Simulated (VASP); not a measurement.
# As (R-3m) in VASP: a series of runs

The runs below take As through relaxation of cell and atoms, with rev-vdW-DF2.

All numbers are computed with VASP 6.6.1; they aren't measurements. Logs are shortened: lines on timing, memory, paths and dates and some standing lists are left out, and cuts for length are marked.

## 1. Starting point

The structure is trigonal, space group R-3m (No. 166). Conventional cell: a = 3.762 Å, b = 3.762 Å, c = 10.542 Å, α = 90.00°, β = 90.00°, γ = 120.00°. As (site symmetry 3m) has 3 As at 2.51 Å as nearest neighbours.

## 2. Relaxation of cell and atoms, rev-vdW-DF2

Input file INCAR:

```
  AGGAC = 0.0
  ALGO = Normal
  EDIFF = 1E-6
  EDIFFG = -0.01
  ENCUT = 600
  GGA = MK
  IBRION = 2
  ISIF = 3
  ISMEAR = 1
  LASPH = T
  LCHARG = F
  LREAL = F
  LUSE_VDW = T
  LWAVE = F
  NELM = 80
  NSW = 90
  PARAM1 = 0.1234
  PARAM2 = 0.711357
  PREC = Accurate
  SIGMA = 0.1
  ZAB_VDW = -1.8867
```

Input file KPOINTS:

```
k-points
0
Gamma
  12 12 12
```

Input file POSCAR:

```
As
1.0
    1.8807968987      1.0858785957      3.5140619945
   -1.8807968987      1.0858785957      3.5140619945
    0.0000000000     -2.1717571915      3.5140619945
As
2
Direct
    0.7740000000      0.7740000000      0.7740000000
    0.2260000000      0.2260000000      0.2260000000
```

Potentials or basis: VASP PAW PBE potentials, release 64 (As).

The run is started by

```bash
cat potpaw_PBE.64/As/POTCAR > POTCAR
mpirun -np 1 vasp_std > vasp.out
```

OUTCAR:

```text
EDIFF = 1E-6
   EDIFFG = -0.01
   ENCUT = 600
   GGA = MK
   IBRION = 2
   ISIF = 3
   ISMEAR = 1
   LASPH = T
   LREAL = F
   NELM = 80
   NSW = 90
   PREC = Accurate

 ion  position               nearest neighbor table
   1  0.774  0.774  0.774-   2 2.51   2 2.51   2 2.51
   2  0.226  0.226  0.226-   1 2.51   1 2.51   1 2.51

  LATTYP: Found a trigonal (rhomboedric) cell.
 ALAT       =     4.1310000000
 COS(alpha) =     0.5854247172

  Lattice vectors:

 A1 = (   1.8807968987,   1.0858785957,   3.5140619945)
 A2 = (  -1.8807968987,   1.0858785957,   3.5140619945)
 A3 = (   0.0000000000,  -2.1717571915,   3.5140619945)

Analysis of symmetry for initial positions (statically):
=====================================================================
 Subroutine PRICEL returns:
 Original cell was already a primitive cell.

 Routine SETGRP: Setting up the symmetry group for a
 trigonal (rhombohedral) supercell.

 Subroutine GETGRP returns: Found 12 space group operations
 (whereof 12 operations were pure point group operations)
 out of a pool of 12 trial point group operations.

The static configuration has the point symmetry D_3d.

Analysis of symmetry for dynamics (positions and initial velocities):
=====================================================================
 Subroutine PRICEL returns:
 Original cell was already a primitive cell.

 Routine SETGRP: Setting up the symmetry group for a
 trigonal (rhombohedral) supercell.

 Subroutine GETGRP returns: Found 12 space group operations
 (whereof 12 operations were pure point group operations)
 out of a pool of 12 trial point group operations.

The dynamic configuration has the point symmetry D_3d.

 Subroutine INISYM returns: Found 12 space group operations
 (whereof 12 operations are pure point group operations),
 and found     1 'primitive' translations

----------------------------------------------------------------------------------------

                                     Primitive cell

  volume of cell :      43.0610

  direct lattice vectors                    reciprocal lattice vectors
     1.880796899  1.085878596  3.514061995     0.265844760  0.153485544  0.094856987
    -1.880796899  1.085878596  3.514061995    -0.265844760  0.153485544  0.094856987
     0.000000000 -2.171757191  3.514061995     0.000000000 -0.306971087  0.094856987

  length of vectors
     4.131000000  4.131000000  4.131000000     0.321292852  0.321292852  0.321292852

  position of ions in fractional coordinates (direct lattice)
     0.774000000  0.774000000  0.774000000
     0.226000000  0.226000000  0.226000000

  ion indices of the primitive-cell ions
   primitive index   ion index
                 1           1
                 2           2

----------------------------------------------------------------------------------------

 KPOINTS: k-points

Automatic generation of k-mesh.
 Grid dimensions read from file:
 generate k-points for:   12   12   12

 Generating k-lattice:

  Cartesian coordinates                     Fractional coordinates (reciprocal lattice)
     0.022153730  0.012790462  0.007904749     0.083333333  0.000000000  0.000000000
    -0.022153730  0.012790462  0.007904749     0.000000000  0.083333333  0.000000000
     0.000000000 -0.025580924  0.007904749     0.000000000  0.000000000  0.083333333

  Length of vectors
     0.026774404  0.026774404  0.026774404

  Shift w.r.t. Gamma in fractional coordinates (k-lattice)
     0.000000000  0.000000000  0.000000000

 Subroutine IBZKPT returns following result:
 ===========================================

 Found    189 irreducible k-points:

 Following reciprocal coordinates:
            Coordinates               Weight
  0.000000  0.000000  0.000000      1.000000
  0.083333  0.000000  0.000000      6.000000
  0.166667 -0.000000 -0.000000      6.000000
  0.250000  0.000000  0.000000      6.000000
  0.333333 -0.000000 -0.000000      6.000000
  0.416667 -0.000000 -0.000000      6.000000
[... 16 lines left out ...]
  0.500000  0.166667  0.000000     12.000000
 -0.416667  0.166667  0.000000     12.000000
 [... further k-points ...]
   k-points           NKPTS =    189   k-points in BZ     NKDIM =    189   number of bands    NBANDS=      9
   number of dos      NEDOS =    301   number of ions     NIONS =      2
   total plane-waves  NPLWV =  46656
   dimension x,y,z NGX =    36 NGY =   36 NGZ =   36
   dimension x,y,z NGXF=    72 NGYF=   72 NGZF=   72
   ions per type =               2
   NGX,Y,Z   is equivalent  to a cutoff of  14.49, 14.49, 14.49 a.u.
   NGXF,Y,Z  is equivalent  to a cutoff of  28.98, 28.98, 28.98 a.u.
 SYSTEM =  unknown system
   PREC   = accura    normal or accurate (medium, high low for compatibility)
   ISTART =      0    job   : 0-new  1-cont  2-samecut
   ICHARG =      2    charge: 1-file 2-atom 10-const
   ISPIN  =      1    spin polarized calculation?
   LNONCOLLINEAR =      F non collinear calculations
   LSORBIT =      F    spin-orbit coupling
   LASPH  =      T    aspherical Exc in radial PAW
   ENCUT  =  600.0 eV  44.10 Ry    6.64 a.u.   8.25  8.25  8.25*2*pi/ulx,y,z
   NELM   =     80;   NELMIN=  2; NELMDL= -5     # of ELM steps
   EDIFF  = 0.1E-05   stopping-criterion for ELM
   LREAL  =      F    real-space projection
   EDIFFG = -.1E-01   stopping-criterion for IOM
   NSW    =     90    number of steps for IOM
   IBRION =      2    ionic relax: 0-MD 1-quasi-New 2-CG
   NFREE  =      1    steps in history (QN), initial steepest desc. (CG)
   ISIF   =      3    stress and relaxation
   ISYM   =      2    0-nonsym 1-usesym 2-fastsym
   POTIM  = 0.5000    time-step for ionic-motion
   TEBEG  =    0.0;   TEEND  =   0.0 temperature during run
   PSTRESS=    0.0 pullay stress
   NELECT =      10.0000    total number of electrons
   NUPDOWN=      -1.0000    fix difference up-down
   EMIN   =  10.00;   EMAX   =-10.00  energy-range for DOS
   EFERMI =   0.00;   METHOD = LEGACY
   ISMEAR =     1;   SIGMA  =   0.10  broadening in eV -4-tet -1-fermi 0-gaus
   EFERMI_NEDOS =   21; number of points for ismear=-14 and -15
   IALGO  =     38    algorithm
   IMIX   =      4    mixing-type and parameters
     AMIX     =   0.40;   BMIX     =  1.00
     AMIX_MAG =   1.60;   BMIX_MAG =  1.00
  volume/ion in A,a.u.               =      21.53       145.29
  Fermi-wavevector in a.u.,A,eV,Ry     =   1.006268  1.901570 13.776916  1.012575
  Thomas-Fermi vector in A             =   2.138999
   LORBIT       =      0    0 simple, 1 ext, 2 COOP (PROOUT), +10 PAW based schemes
   GGA     = MK    functional components
   LHFCALC =     F    Hartree Fock is set to
   AEXX    =    0.0000 exact exchange contribution
   IVDW_NL    =     1    kernel type
   BPARAM     = 6.3000
   IVDW    =     0    specifies the selected vdW correction
   LEPSILON=     F    determine dielectric tensor
   LRPA    =     F    only Hartree local field effects (RPA)
 conjugate gradient relaxation of ions
 non-spin polarized calculation
 Methfessel and Paxton  Order N= 1 SIGMA  =   0.10
  energy-cutoff  :      600.00
  volume of cell :       43.06
 maximum number of plane-waves:      1458
 NGX is ok and might be reduce to    36
   NGX = 17   NGY = 17   NGZ = 17

--------------------------------------- Ionic step        1  -------------------------------------------

 number of electron      10.0000000 magnetization

 Free energy of the ion-electron system (eV)
  ---------------------------------------------------
  ext. energy  EPLUGINS =         0.00000000
  ---------------------------------------------------
  free energy    TOTEN  =        -6.73736889 eV

  energy without entropy =       -6.73731341  energy(sigma->0) =       -6.73735040

------------------------ aborting loop because EDIFF is reached ----------------------------------------

  FORCE on cell =-STRESS in cart. coord.  units (eV):
  Direction    XX          YY          ZZ          XY          YZ          ZX
  --------------------------------------------------------------------------------------
  -------------------------------------------------------------------------------------
  Total        1.0093935      1.0093935      0.7313855      0.0000000     -0.0000000      0.0000000
  in kB       37.5566839     37.5566839     27.2127896      0.0000000     -0.0000000      0.0000000
  external PRESSURE =      34.1087191 kB  Pullay stress =       0.0000000 kB
[... 97 lines left out ...]
  energy  without entropy=       -6.7626810173  energy(sigma->0) =       -6.76269144

Total vdW correction in eV:      1.5231657

 E-fermi :   4.9881     XC(G=0):  -9.8535

 val. band max:        4.9854454290   @ k =   0.4167   0.3333   0.3333
 cond. band min:       5.0272722154   @ k =   0.4167   0.2500   0.2500
 fundamental gap:      0.0418267865
 Fermi energy:         4.9880520279

 k-point     1 :       0.0000    0.0000    0.0000
  band No.  band energies     occupation
      1      -9.6917      2.00000
      2      -1.0158      2.00000
      3       2.5975      2.00000
      4       3.1237      2.00000
      5       3.1237      2.00000
      6       6.8022     -0.00000
      7       7.9011      0.00000
      8       7.9011      0.00000
      9      11.8621      0.00000
[... 265 lines left out ...]
 k-point    24 :      -0.4167    0.1667    0.0000
  band No.  band energies     occupation
      1      -6.8436      2.00000
      2      -5.8331      2.00000
      3       0.6562      2.00000
      4       2.1246      2.00000
      5       3.1674      2.00000
      6       6.0968     -0.00000
      7       6.4313     -0.00000
      8       8.4017      0.00000
      9      12.8557      0.00000

 [... further k-points ...]

[... ionic steps 4 to 7 ...]

--------------------------------------- Ionic step        8  -------------------------------------------

 number of electron      10.0000000 magnetization

------------------------ aborting loop because EDIFF is reached ----------------------------------------
[... 71 lines left out ...]
--------------------------------------- Ionic step       10  -------------------------------------------

 number of electron      10.0000000 magnetization

 Free energy of the ion-electron system (eV)
  ---------------------------------------------------
  ext. energy  EPLUGINS =         0.00000000
  ---------------------------------------------------
  free energy    TOTEN  =        -6.76476905 eV

  energy without entropy =       -6.76459206  energy(sigma->0) =       -6.76471005

 E-fermi :   5.0741     XC(G=0):  -9.9152

 val. band max:        5.0701490472   @ k =   0.4167   0.2500   0.2500
 cond. band min:       5.0833972338   @ k =   0.3333   0.1667   0.1667
 fundamental gap:      0.0132481866
 Fermi energy:         5.0740545146

 k-point     1 :       0.0000    0.0000    0.0000
  band No.  band energies     occupation
      1      -9.6214      2.00000
      2      -0.8060      2.00000
      3       2.7797      2.00000
      4       3.1933      2.00000
      5       3.1933      2.00000
      6       7.0487     -0.00000
      7       8.0856      0.00000
      8       8.0856      0.00000
      9      11.8505      0.00000
[... 265 lines left out ...]
 k-point    24 :      -0.4167    0.1667    0.0000
  band No.  band energies     occupation
      1      -6.7428      2.00000
      2      -5.7675      2.00000
      3       0.7714      2.00000
      4       2.3236      2.00000
      5       3.2582      2.00000
      6       6.2645     -0.00000
      7       6.5370     -0.00000
      8       8.5610      0.00000
      9      13.0613      0.00000

 [... further k-points ...]
[... 5 lines left out ...]
  --------------------------------------------------------------------------------------
  -------------------------------------------------------------------------------------
  Total        0.0069983      0.0069983      0.0031124      0.0000000     -0.0000000      0.0000000
  in kB        0.2552972      0.2552972      0.1135411      0.0000000     -0.0000000      0.0000000
  external PRESSURE =       0.2080452 kB  Pullay stress =       0.0000000 kB
[... 21 lines left out ...]
  energy  without entropy=       -6.7645920600  energy(sigma->0) =       -6.76471005

Total vdW correction in eV:      1.5005858

 reached required accuracy - stopping structural energy minimisation
```

It took 7.1 min on 1 thread of Intel Xeon 6975P-C (Granite Rapids), shared host; peak memory 0.52 GiB.

Results:

```yaml
Free_energy: -6.7648 eV
Relaxed_volume: 21.96 Å³/atom
Relaxed_cell: a = 4.118 Å, b = 4.118 Å, c = 4.118 Å, α = 55.23°, β = 55.23°, γ = 55.23°
Space_group_after_relaxing_to_0.05_Å: R-3m (No. 166)
Energy_gained_by_relaxing: 13.7 meV/atom
Ionic_steps: 10
Pressure_after_relaxing: 0.0 GPa
Band_gap_on_the_k_mesh: none (metal or under the smearing width)
```

The path:
| step | energy change (eV) | largest force (eV/Å) | pressure (GPa) | volume (Å³) |
| --- | --- | --- | --- | --- |
| 1 | 0.0000 | 0.5738 | 3.41 | 43.06 |
| 2 | -0.0102 | 0.2850 | -2.71 | 45.98 |
| 3 | -0.0253 | 0.0664 | -0.24 | 44.66 |
| 4 | -0.0253 | 0.0759 | -0.18 | 44.63 |
| 5 | -0.0260 | 0.0501 | -0.09 | 44.47 |
| 6 | -0.0266 | 0.0121 | 0.12 | 44.09 |
| 7 | -0.0271 | 0.0255 | -0.03 | 44.08 |
| 8 | -0.0272 | 0.0391 | -0.19 | 44.06 |
| 9 | -0.0273 | 0.0237 | 0.16 | 43.82 |
| 10 | -0.0274 | 0.0014 | 0.02 | 43.92 |

Final structure:
```
As
1.0
     1.90907    1.10220    3.47874
    -1.90907    1.10220    3.47874
     0.00000   -2.20440    3.47874
As
2
Cartesian
  0.0000 0.0000 8.0481
  0.0000 0.0000 2.3881
```

Caveat: the PAW data sets were made with another functional, which shifts forces and pressure a little.

## 3. Relaxation of cell and atoms, rev-vdW-DF2

This run uses another cell than the first one, of 21.96 Å³/atom, 1.020 times its volume.

Changes to INCAR since step 2:

```diff
@@ -2,4 +2,4 @@
   ALGO = Normal
-  EDIFF = 1E-6
-  EDIFFG = -0.01
+  EDIFF = 1E-7
+  EDIFFG = -0.005
   ENCUT = 600
```

KPOINTS is that of step 2.

Input file POSCAR:

```
As                                      
1.0
    1.9090697989      1.1022019623      3.4787353571
   -1.9090697989      1.1022019623      3.4787353571
    0.0000000000     -2.2044039246      3.4787353571
  As            
     2
Direct
     0.7711733175957735    0.7711733175957735    0.7711733175957721
     0.2288266824042265    0.2288266824042265    0.2288266824042279
```

Potentials or basis: VASP PAW PBE potentials, release 64 (As).

The run is started by

```bash
cat potpaw_PBE.64/As/POTCAR > POTCAR
mpirun -np 1 vasp_std > vasp.out
```

OUTCAR:

```text
EDIFF = 1E-7
   EDIFFG = -0.005
   ENCUT = 600
   GGA = MK
   IBRION = 2
   ISIF = 3
   ISMEAR = 1
   LASPH = T
   LREAL = F
   NELM = 80
   NSW = 90
   PREC = Accurate

 ion  position               nearest neighbor table
   1  0.771  0.771  0.771-   2 2.56   2 2.56   2 2.56
   2  0.229  0.229  0.229-   1 2.56   1 2.56   1 2.56

  LATTYP: Found a trigonal (rhomboedric) cell.
 ALAT       =     4.1183730219
 COS(alpha) =     0.5702437024

[... 473 lines left out ...]
      4       2.3236      2.00000
      5       3.2582      2.00000
      6       6.2644     -0.00000
      7       6.5370     -0.00000
      8       8.5609      0.00000
      9      13.0612      0.00000

 [... further k-points ...]
[... 5 lines left out ...]
  --------------------------------------------------------------------------------------
  -------------------------------------------------------------------------------------
  Total        0.0067334      0.0067334      0.0033873      0.0000000      0.0000000      0.0000000
  in kB        0.2456356      0.2456356      0.1235688      0.0000000      0.0000000      0.0000000
  external PRESSURE =       0.2049467 kB  Pullay stress =       0.0000000 kB

 VOLUME and BASIS-vectors are now :
 -----------------------------------------------------------------------------
  energy-cutoff  :      600.00
  volume of cell :       43.92
      direct lattice vectors                 reciprocal lattice vectors
     1.909069799  1.102201962  3.478735357     0.261907658  0.151212457  0.095820262
    -1.909069799  1.102201962  3.478735357    -0.261907658  0.151212457  0.095820262
     0.000000000 -2.204403925  3.478735357     0.000000000 -0.302424914  0.095820262

 POSITION                                       TOTAL-FORCE (eV/Angst)
 -----------------------------------------------------------------------------------
      0.00000      0.00000      8.04812         0.000000     -0.000000      0.001249
      0.00000      0.00000      2.38808         0.000000      0.000000     -0.001249
 -----------------------------------------------------------------------------------
    total drift:                                0.000000     -0.000000      0.000000

  FREE ENERGIE OF THE ION-ELECTRON SYSTEM (eV)
  ---------------------------------------------------
  free  energy   TOTEN  =        -6.7647918703 eV

  energy  without entropy=       -6.7646148994  energy(sigma->0) =       -6.76473288

Total vdW correction in eV:      1.5005656

 reached required accuracy - stopping structural energy minimisation
```

Run time: 63 s. Hardware: 1 thread of Intel Xeon 6975P-C (Granite Rapids), shared host; peak memory 0.51 GiB.

What came out:

```yaml
Free_energy: -6.7648 eV
Pressure_after_relaxing: 0.0 GPa
Band_gap_on_the_k_mesh: none (metal or under the smearing width)
```

Final structure:
```xyz
2
Lattice="1.9091 1.1022 3.4787 -1.9091 1.1022 3.4787 0.0000 -2.2044 3.4787" Properties=species:S:1:pos:R:3 pbc="T T T"
As    0.0000    0.0000    8.0481
As    0.0000    0.0000    2.3881
```

Caveat: the relaxation stopped at its first step, so nothing moved; the PAW data sets were made with another functional, which shifts forces and pressure a little.
